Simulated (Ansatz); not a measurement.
The equilibrium volume of CdTe, sorted by core time

**What was measured.** The equilibrium volume of CdTe (F-43m) is reported as 34.11 Å³/atom (arxiv:cond-mat/0608141). The runs below try to reproduce it.

Symmetry: F-43m, No. 216, cubic system. Conventional cell: a = 6.410 Å, b = 6.410 Å, c = 6.410 Å, α = 90.00°, β = 90.00°, γ = 90.00°. Around Te (site symmetry -43m) lie 4 Cd at 2.78 Å. Around Cd (site symmetry -43m) lie 4 Te at 2.78 Å.

| rung | level | program and potentials | cutoff (eV) | k mesh | smearing | task | spin | core time | chip | equilibrium volume (Å³/atom) | miss | notes |
| --- | --- | --- | --- | --- | --- | --- | --- | --- | --- | --- | --- | --- |
| GGA + dispersion | BLYP+D4 | Ansatz, Ansatz PAW | 420 | 7 × 7 × 7 | fermi-dirac 0.05 | relaxation of cell and atoms | off | 15 s | Intel Xeon Platinum 8488C Sapphire Rapids | 35.14 | +3.0 % | potentials made for PBE, which Ansatz adapts in part |
| GGA + dispersion | RPBE+D4 | Ansatz, Ansatz PAW | 420 | 7 × 7 × 7 | fermi-dirac 0.05 | relaxation of cell and atoms | off | 17 s | Arm Neoverse V1 | 34.60 | +1.4 % | potentials made for PBE, which Ansatz adapts in part |
| non-local van der Waals functional | rPW86-PBE+rVV10 | Ansatz, Ansatz PAW | 420 | 7 × 7 × 7 | fermi-dirac 0.05 | relaxation of cell and atoms | off | 21 s | Arm Neoverse V1 | 36.27 | +6.3 % | potentials made for PBE, which Ansatz adapts in part |
| GGA + dispersion | PBE+D3(BJ) | Ansatz, Ansatz PAW | 420 | 7 × 7 × 7 | fermi-dirac 0.05 | equation of state | off | 23 s | Arm Neoverse V1 | 34.60 | +1.4 % | - |
| GGA + dispersion | RPBE+D3(BJ) | Ansatz, Ansatz PAW | 420 | 7 × 7 × 7 | fermi-dirac 0.05 | relaxation of cell and atoms | off | 25 s | Intel Xeon | 30.96 | -9.2 % | potentials made for PBE, which Ansatz adapts in part |
| GGA | PBE | Ansatz, Ansatz PAW | 420 | 7 × 7 × 7 | fermi-dirac 0.05 | relaxation of cell and atoms | off | 26 s | Intel Xeon | 36.22 | +6.2 % | - |
| GGA | revPBE | Ansatz, Ansatz PAW | 420 | 7 × 7 × 7 | fermi-dirac 0.05 | relaxation of cell and atoms | off | 28 s | Intel Xeon | 37.46 | +9.8 % | potentials made for PBE, which Ansatz adapts in part |
| GGA | PBEsol | Ansatz, Ansatz PAW | 420 | 7 × 7 × 7 | fermi-dirac 0.05 | relaxation of cell and atoms | off | 28 s | Intel Xeon | 34.16 | +0.1 % | potentials made for PBE, which Ansatz adapts in part |
| meta-GGA | r2SCAN | Ansatz, Ansatz PAW | 500 | 7 × 7 × 7 | fermi-dirac 0.05 | relaxation of cell and atoms | off | 51 s | Intel Xeon Platinum 8259CL Skylake/Cascade Lake | 35.22 | +3.3 % | potentials made for PBE, which Ansatz adapts in part |
| meta-GGA + dispersion | r2SCAN+D3(BJ) | Ansatz, Ansatz PAW | 500 | 7 × 7 × 7 | fermi-dirac 0.05 | equation of state | off | 56 s | Arm Neoverse V1 | 34.61 | +1.5 % | potentials made for PBE, which Ansatz adapts in part |
| GGA | PBEsol | Ansatz, Ansatz PAW | 420 | 7 × 7 × 7 | fermi-dirac 0.05 | equation of state | SOC, no magnetisation | 1.9 min | Arm Neoverse V1 | 34.18 | +0.2 % | potentials made for PBE, which Ansatz adapts in part |
| hybrid | PBEsol0 | Ansatz, Ansatz PAW | 420 | 4 × 4 × 4 | fermi-dirac 0.05 | relaxation of cell and atoms | off | 2.3 min | Intel Xeon | 34.03 | -0.2 % | coarse mesh; potentials made for PBE, which Ansatz adapts in part |
| hybrid | HSE06 | Ansatz, Ansatz PAW | 420 | 4 × 4 × 4 | fermi-dirac 0.05 | relaxation of cell and atoms | off | 2.4 min | Intel Xeon | 35.50 | +4.1 % | coarse mesh; potentials made for PBE, which Ansatz adapts in part |
| hybrid | B3LYP | Ansatz, Ansatz PAW | 420 | 4 × 4 × 4 | fermi-dirac 0.05 | relaxation of cell and atoms | off | 2.7 min | Intel Xeon | 37.32 | +9.4 % | coarse mesh; potentials made for PBE, which Ansatz adapts in part |
| hybrid | PBE0 | Ansatz, Ansatz PAW | 420 | 4 × 4 × 4 | fermi-dirac 0.05 | relaxation of cell and atoms | off | 2.9 min | Intel Xeon | 35.39 | +3.8 % | coarse mesh; potentials made for PBE, which Ansatz adapts in part |
| hybrid | HSEsol | Ansatz, Ansatz PAW | 420 | 4 × 4 × 4 | fermi-dirac 0.05 | relaxation of cell and atoms | off | 2.9 min | Intel Xeon | 34.13 | +0.1 % | coarse mesh; potentials made for PBE, which Ansatz adapts in part |
| hybrid | r2SCAN50 | Ansatz, Ansatz PAW | 500 | 4 × 4 × 4 | fermi-dirac 0.05 | equation of state | off | 5.8 min | Arm Neoverse V1 | 34.54 | +1.3 % | coarse mesh; potentials made for PBE, which Ansatz adapts in part |

Times are single runs on shared hosts and different chips, so they are rough; meshes, cutoffs and the tasks' sizes weigh on the time. Smearing widths are in eV. Meshes differ between rows, which moves values too. Meshes are those of the run's cell of 2 atoms unless a note names another. Relaxations start from the cell shown or near it and stop with a little pressure left. The cell shown, of 32.92 Å³ an atom, is the runs' start and not the measured value. Misses use the values as printed. Runs on faulty files, with rough fits or with known faults for this quantity aren't shown.

By rung: GGA + dispersion 30.96 to 35.14; GGA 34.16 to 37.46; non-local van der Waals functional 36.27; meta-GGA 35.22; meta-GGA + dispersion 34.61; hybrid on coarse meshes 34.03 to 37.32 (Å³/atom). Measured: 34.11 Å³/atom (arxiv:cond-mat/0608141). Closest, coarse meshes and atomic bases left aside, is PBEsol with Ansatz, Ansatz PAW (+0.1 %), and PBE misses by +6.2 % on plain settings. The runs are for a static lattice, while measurements hold temperature and zero-point motion.
